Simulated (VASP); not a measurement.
# Sn (Cmce) in VASP: relaxation of cell and atoms with PBE

Aim: the relaxation of cell and atoms of Sn with PBE.

All numbers are computed with VASP 6.6.1; they aren't measurements. Logs are shortened: lines on timing, memory, paths and dates and some standing lists are left out, and cuts for length are marked.

### 1 Starting point

It takes space group Cmce (No. 64, orthorhombic). Conventional cell: a = 6.938 Å, b = 4.585 Å, c = 9.352 Å, α = 90.00°, β = 90.00°, γ = 90.00°. Sn (site symmetry m) has 1 Sn at 2.58 Å as nearest neighbours.

The cell was built by a generator and needn't be a form met in nature.

### 2 Relaxation of cell and atoms, PBE

Input file INCAR:

```
SYSTEM = Sn
ALGO = Normal ; EDIFF = 1E-6
EDIFFG = -0.04 ; ENCUT = 600
GGA = PE ; IBRION = 2
ISIF = 3 ; ISMEAR = 0
LASPH = .True. ; LCHARG = .False.
LREAL = .False. ; LWAVE = .False.
NELM = 100 ; NSW = 90
PREC = Accurate ; SIGMA = 0.1
```

Input file KPOINTS:

```
k-points
0
Gamma
  4 4 2
  0 0 0
```

Input file POSCAR:

```
Sn
1.0
    3.4688966421     -2.2926753134      0.0000000000
    3.4688966421      2.2926753134      0.0000000000
    0.0000000000      0.0000000000      9.3523939792
Sn
4
Direct
    0.8500000000      0.1500000000      0.1170000000
    0.6500000000      0.3500000000      0.6170000000
    0.1500000000      0.8500000000      0.8830000000
    0.3500000000      0.6500000000      0.3830000000
```

Potentials or basis: VASP PAW PBE potentials, release 64 (Sn_d).

Run with:

```
> cat potpaw_PBE.64/Sn_d/POTCAR > POTCAR
> mpirun -np 1 vasp_std > vasp.out
```

OUTCAR:

```text
SYSTEM = Sn
   EDIFF = 1E-6
   EDIFFG = -0.04
   ENCUT = 600
   GGA = PE
   IBRION = 2
   ISIF = 3
   ISMEAR = 0
   LASPH = .True.
   LREAL = .False.
   NELM = 100
   NSW = 90
   PREC = Accurate

 ion  position               nearest neighbor table
   1  0.850  0.150  0.117-   3 2.58   4 3.38   4 3.38
   2  0.650  0.350  0.617-   4 2.58   3 3.38   3 3.38
   3  0.150  0.850  0.883-   1 2.58   2 3.38   2 3.38
   4  0.350  0.650  0.383-   2 2.58   1 3.38   1 3.38

  LATTYP: Found a base centered orthorhombic cell.
 ALAT       =     4.5853506268
 B/A-ratio  =     1.5130344109
 C/A-ratio  =     2.0396246090

  Lattice vectors:

 A1 = (  -3.4688966421,  -2.2926753134,   0.0000000000)
 A2 = (   3.4688966421,  -2.2926753134,   0.0000000000)
 A3 = (   0.0000000000,   0.0000000000,   9.3523939792)

Analysis of symmetry for initial positions (statically):
=====================================================================
 Subroutine PRICEL returns:
 Original cell was already a primitive cell.

 Routine SETGRP: Setting up the symmetry group for a
 base centered orthorhombic supercell.

 Subroutine GETGRP returns: Found  8 space group operations
 (whereof  4 operations were pure point group operations)
 out of a pool of  8 trial point group operations.

The static configuration has the point symmetry C_2h.
 The point group associated with its full space group is D_2h.

Analysis of symmetry for dynamics (positions and initial velocities):
=====================================================================
 Subroutine PRICEL returns:
 Original cell was already a primitive cell.

 Routine SETGRP: Setting up the symmetry group for a
 base centered orthorhombic supercell.

 Subroutine GETGRP returns: Found  8 space group operations
 (whereof  4 operations were pure point group operations)
 out of a pool of  8 trial point group operations.

The dynamic configuration has the point symmetry C_2h.
 The point group associated with its full space group is D_2h.

 Subroutine INISYM returns: Found  8 space group operations
 (whereof  4 operations are pure point group operations),
 and found     1 'primitive' translations

----------------------------------------------------------------------------------------

                                     Primitive cell

  volume of cell :     148.7602

  direct lattice vectors                    reciprocal lattice vectors
     3.468896642 -2.292675313  0.000000000     0.144138051 -0.218085831  0.000000000
     3.468896642  2.292675313  0.000000000     0.144138051  0.218085831  0.000000000
     0.000000000  0.000000000  9.352393979     0.000000000  0.000000000  0.106924495

  length of vectors
[... 76 lines left out ...]
   LREAL  =      F    real-space projection
   EDIFFG = -.4E-01   stopping-criterion for IOM
   NSW    =     90    number of steps for IOM
   IBRION =      2    ionic relax: 0-MD 1-quasi-New 2-CG
   NFREE  =      1    steps in history (QN), initial steepest desc. (CG)
   ISIF   =      3    stress and relaxation
   ISYM   =      2    0-nonsym 1-usesym 2-fastsym
   POTIM  = 0.5000    time-step for ionic-motion
   TEBEG  =    0.0;   TEEND  =   0.0 temperature during run
   PSTRESS=    0.0 pullay stress
   NELECT =      56.0000    total number of electrons
   NUPDOWN=      -1.0000    fix difference up-down
   EMIN   =  10.00;   EMAX   =-10.00  energy-range for DOS
   EFERMI =   0.00;   METHOD = LEGACY
   ISMEAR =     0;   SIGMA  =   0.10  broadening in eV -4-tet -1-fermi 0-gaus
   EFERMI_NEDOS =   21; number of points for ismear=-14 and -15
   IALGO  =     38    algorithm
   IMIX   =      4    mixing-type and parameters
     AMIX     =   0.40;   BMIX     =  1.00
     AMIX_MAG =   1.60;   BMIX_MAG =  1.00
  volume/ion in A,a.u.               =      37.19       250.97
  Fermi-wavevector in a.u.,A,eV,Ry     =   1.182067  2.233782 19.011168  1.397281
  Thomas-Fermi vector in A             =   2.318328
   LORBIT       =      0    0 simple, 1 ext, 2 COOP (PROOUT), +10 PAW based schemes
   GGA     = PE    functional components
   LHFCALC =     F    Hartree Fock is set to
   AEXX    =    0.0000 exact exchange contribution
   IVDW    =     0    specifies the selected vdW correction
   LEPSILON=     F    determine dielectric tensor
   LRPA    =     F    only Hartree local field effects (RPA)
 conjugate gradient relaxation of ions
 non-spin polarized calculation
 Gauss-broadening in eV      SIGMA  =   0.10
  energy-cutoff  :      600.00
  volume of cell :      148.76
 maximum number of plane-waves:      4996
 NGX is ok and might be reduce to    36
   NGX = 17   NGY = 17   NGZ = 37

--------------------------------------- Ionic step        1  -------------------------------------------

 number of electron      56.0000000 magnetization

 Free energy of the ion-electron system (eV)
  ---------------------------------------------------
  ext. energy  EPLUGINS =         0.00000000
  ---------------------------------------------------
  free energy    TOTEN  =       -12.75549581 eV

  energy without entropy =      -12.74468633  energy(sigma->0) =      -12.75009107

 E-fermi :   4.8244     XC(G=0):  -8.8498

 val. band max:        4.6945586946   @ k =   0.5000   0.2500   0.5000
 cond. band min:       4.8519831177   @ k =   0.5000   0.0000   0.0000
 fundamental gap:      0.1574244232
 Fermi energy:         4.8244489080

 k-point     1 :       0.0000    0.0000    0.0000
  band No.  band energies     occupation
      1     -17.1655      2.00000
      2     -17.1199      2.00000
      3     -16.9105      2.00000
      4     -16.8941      2.00000
      5     -16.8922      2.00000
      6     -16.8580      2.00000
[... 600 lines left out ...]
  FREE ENERGIE OF THE ION-ELECTRON SYSTEM (eV)
  ---------------------------------------------------
  free  energy   TOTEN  =       -13.9809900854 eV

  energy  without entropy=      -13.9557741218  energy(sigma->0) =      -13.96838210

[... ionic steps 4 to 18 ...]

--------------------------------------- Ionic step       19  -------------------------------------------

 number of electron      56.0000011 magnetization

------------------------ aborting loop because EDIFF is reached ----------------------------------------
[... 71 lines left out ...]
--------------------------------------- Ionic step       21  -------------------------------------------

 number of electron      56.0000009 magnetization

 Free energy of the ion-electron system (eV)
  ---------------------------------------------------
  ext. energy  EPLUGINS =         0.00000000
  ---------------------------------------------------
  free energy    TOTEN  =       -15.05698048 eV

  energy without entropy =      -15.05136271  energy(sigma->0) =      -15.05417160

 E-fermi :   7.0339     XC(G=0):  -9.8409

 val. band max:        6.9862206946   @ k =   0.2500   0.0000   0.0000
 cond. band min:       7.3493253110   @ k =   0.5000   0.5000   0.5000
 fundamental gap:      0.3631046164
 Fermi energy:         7.0339138270

 k-point     1 :       0.0000    0.0000    0.0000
  band No.  band energies     occupation
      1     -14.6035      2.00000
      2     -14.5994      2.00000
      3     -14.5587      2.00000
      4     -14.5569      2.00000
      5     -14.5220      2.00000
      6     -14.5178      2.00000
[... 524 lines left out ...]
  FREE ENERGIE OF THE ION-ELECTRON SYSTEM (eV)
  ---------------------------------------------------
  free  energy   TOTEN  =       -15.0569804843 eV

  energy  without entropy=      -15.0513627112  energy(sigma->0) =      -15.05417160

 reached required accuracy - stopping structural energy minimisation
```

OSZICAR:

```text
N       E                     dE             d eps       ncg     rms          rms(c)
DAV:   1     0.547781157205E+03    0.54778E+03   -0.31050E+04   932   0.259E+03
DAV:   2     0.589825517415E+02   -0.48880E+03   -0.48435E+03   924   0.616E+02
DAV:   3    -0.959557674055E+01   -0.68578E+02   -0.67870E+02  1111   0.206E+02
DAV:   4    -0.127584987555E+02   -0.31629E+01   -0.31002E+01  1026   0.477E+01
[... 203 lines left out ...]
DAV:   2    -0.150582170398E+02    0.39963E-02   -0.12366E-02  1108   0.147E+00    0.203E-01
DAV:   3    -0.150569869707E+02    0.12301E-02   -0.46835E-03  1196   0.797E-01    0.437E-02
DAV:   4    -0.150569820452E+02    0.49255E-05   -0.66241E-04  1010   0.280E-01    0.186E-02
DAV:   5    -0.150569806624E+02    0.13828E-05   -0.32624E-05  1121   0.553E-02    0.115E-02
DAV:   6    -0.150569804843E+02    0.17808E-06   -0.66586E-06   928   0.239E-02
  21 F= -.15056980E+02 E0= -.15054172E+02  d E =-.836165E-03
```

Run time: 16 min. Hardware: 1 thread of Intel Xeon Platinum 8488C (Sapphire Rapids), shared host; peak memory 0.35 GiB.

Results:

- Free energy: -15.0570 eV
- Relaxed volume: 29.88 Å³/atom
- Relaxed cell: a = 3.346 Å, b = 3.346 Å, c = 10.676 Å, α = 90.00°, β = 90.00°, γ = 89.90°
- Space group after relaxing (to 0.05 Å): Cmce (No. 64)
- Energy gained by relaxing: 575.4 meV/atom
- Ionic steps: 21
- Pressure after relaxing: 0.0 GPa
- Largest force after relaxing: 0.007 eV/Å
- Band gap on the k mesh: none (metal or under the smearing width)

Forces in eV/Å, atoms in the order of the input:
```
Sn   0.000  0.006  0.004
Sn   0.000 -0.006  0.004
Sn   0.000 -0.006 -0.004
Sn   0.000  0.006 -0.004
```

The path:
| step | energy change (eV) | largest force (eV/Å) | pressure (GPa) | volume (Å³) |
| --- | --- | --- | --- | --- |
| 1 | 0.0000 | 2.7468 | -0.73 | 148.76 |
| 2 | -1.0860 | 0.5885 | -4.37 | 144.55 |
| 3 | -1.2255 | 0.5029 | -4.56 | 143.18 |
| 4 | -1.5197 | 0.2852 | -5.05 | 140.20 |
| 5 | -1.8517 | 0.2009 | -3.04 | 133.27 |
| 6 | -0.6958 | 2.7893 | 16.01 | 115.63 |
| 7 | -1.9302 | 0.1207 | -1.56 | 131.36 |
| 8 | -1.9480 | 0.2333 | -0.74 | 130.24 |
| 9 | -1.9523 | 0.2863 | -0.38 | 129.75 |
| 10 | -2.1319 | 0.1872 | -0.17 | 127.22 |
| 11 | -2.2562 | 0.1939 | 0.27 | 123.70 |
| 12 | -2.2562 | 0.1955 | 0.44 | 123.53 |
| 13 | -2.2670 | 0.0284 | -1.08 | 125.92 |
| 14 | -2.2692 | 0.0821 | -0.69 | 125.19 |
| 15 | -2.2877 | 0.1001 | -0.47 | 123.13 |
| 16 | -2.2936 | 0.1090 | -0.25 | 121.48 |
| 17 | -2.2937 | 0.1101 | -0.21 | 121.15 |
| 18 | -2.3006 | 0.0461 | 0.16 | 119.24 |
| 19 | -2.3006 | 0.0415 | 0.20 | 119.09 |
| 20 | -2.3010 | 0.0386 | -0.21 | 119.86 |
| 21 | -2.3015 | 0.0074 | -0.03 | 119.54 |

Final structure:
```
Sn
1.0
     2.36803   -2.36407    0.00000
     2.36803    2.36407    0.00000
     0.00000    0.00000   10.67645
Sn
4
Direct
  0.79552 0.20448 0.14886
  0.70448 0.29552 0.64886
  0.20448 0.79552 0.85114
  0.29552 0.70448 0.35114
```

Levels at points of the mesh, in eV from the Fermi level:
```csv
k point,band 26,band 27,band 28,band 29,band 30,band 31
"(0.00, 0.00, 0.00)",1.03,2.60,2.65,2.85,3.12,3.13
"(0.50, 0.00, 0.00)",-3.83,-1.76,-1.76,0.47,0.47,4.52
"(0.50, 0.50, 0.00)",-3.17,-2.67,-2.64,-0.40,-0.36,0.35
"(0.00, 0.00, 0.50)",-1.50,2.84,2.84,2.86,2.86,5.07
"(0.50, 0.00, 0.50)",-3.11,-2.92,-2.92,2.27,2.27,2.53
"(0.50, 0.50, 0.50)",-2.99,-2.96,-2.96,0.32,0.32,0.43
```

Caveat: the k mesh is coarse (spacing up to 0.41 Å⁻¹), so the values aren't converged; the volume moved by over 15 % at a fixed basis, so the end points are rough.
